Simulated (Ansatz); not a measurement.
## LiF

**What was measured.** From a printed reference work, data compilation, for a bulk crystal of LiF at 298.15 K: lattice constant a 4.0262 ± 0.0001 Å.

Level of theory: DFT, PBE, scalar-relativistic, no spin polarisation; plane waves to 420 eV with PAW datasets (Ansatz 0.2.0), Γ-centred 14×14×14 mesh, 0.05 eV Gaussian smearing; PAW files: Ansatz's generated set soft_2.

```cif
data_structure
_symmetry_space_group_name_H-M 'Fm-3m'
_symmetry_Int_Tables_number 225
_cell_length_a 4.0680
_cell_length_b 4.0680
_cell_length_c 4.0680
_cell_angle_alpha 90.000
_cell_angle_beta 90.000
_cell_angle_gamma 90.000
_cell_volume 67.32
loop_
_atom_site_label
_atom_site_type_symbol
_atom_site_symmetry_multiplicity
_atom_site_Wyckoff_symbol
_atom_site_fract_x
_atom_site_fract_y
_atom_site_fract_z
_atom_site_occupancy
Li1 Li 4 a 0.00000 0.00000 0.00000 1
F1 F 4 b 0.50000 0.00000 0.00000 1
```

The chain of runs began from a cell as deposited in COD, expanded in volume.

The cell above was scaled in volume, its shape and atoms being fixed by the lattice's symmetry. Energies are counted from the cell above.

```json
{"V (Å³/atom)": "8.079", "ΔE (meV/atom)": "3.03", "P from the stress (GPa)": "2.99"}
{"V (Å³/atom)": "8.247", "ΔE (meV/atom)": "0.73", "P from the stress (GPa)": "1.41"}
{"V (Å³/atom)": "8.415", "ΔE (meV/atom)": "0.00", "P from the stress (GPa)": "0.00"}
{"V (Å³/atom)": "8.584", "ΔE (meV/atom)": "0.67", "P from the stress (GPa)": "-1.28"}
{"V (Å³/atom)": "8.752", "ΔE (meV/atom)": "2.65", "P from the stress (GPa)": "-2.44"}
```

Task: Do the energies and the pressures agree? Compare −ΔE/ΔV between neighbouring points (1 meV/Å³ = 0.1602 GPa) with the mean of their pressures.

Result: 
| interval (Å³/atom) | −ΔE/ΔV (GPa) | mean P (GPa) |
| --- | --- | --- |
| 8.08 to 8.25 | 2.2 | 2.2 |
| 8.25 to 8.42 | 0.7 | 0.7 |
| 8.42 to 8.58 | -0.6 | -0.6 |
| 8.58 to 8.75 | -1.9 | -1.9 |
They differ by 0.03 GPa at most.

Task: What do the two routes give for V0, B0 and B0′?

Result: A third-order Birch–Murnaghan fit of the energies: V0 = 8.42 Å³/atom, B0 = 68 GPa, B0′ = 3.7. A polynomial of P in ln V, with B = −dP/d ln V at P = 0: V0 = 8.41 Å³/atom, B0 = 67 GPa, B0′ = 4.2. B0′ isn't converged to its last digit.

B0·V0 = 67.5 GPa × 8.42 Å³ = 3.55 eV/atom sets the scale: near the minimum ΔE ≈ ½ B0 V0 x², with x = V/V0 − 1, and a pressure of 0.7 GPa squeezes the volume by about 1 %. At the ends of the curve: x = −4.0 % predicts 2.8 meV/atom and the run gives 3.0; x = +4.0 % predicts 2.8 meV/atom and the run gives 2.6. The curve is steeper than the parabola on the compressed side and flatter on the expanded side: the bulk modulus rises with pressure.

**Against experiment.** Measured lattice constant a of LiF: 4.0262 Å (298.15 K; a printed reference work, data compilation). This calculation gives 4.068 Å (+1.0 %). The calculation is for a static lattice, without zero-point motion or thermal expansion.

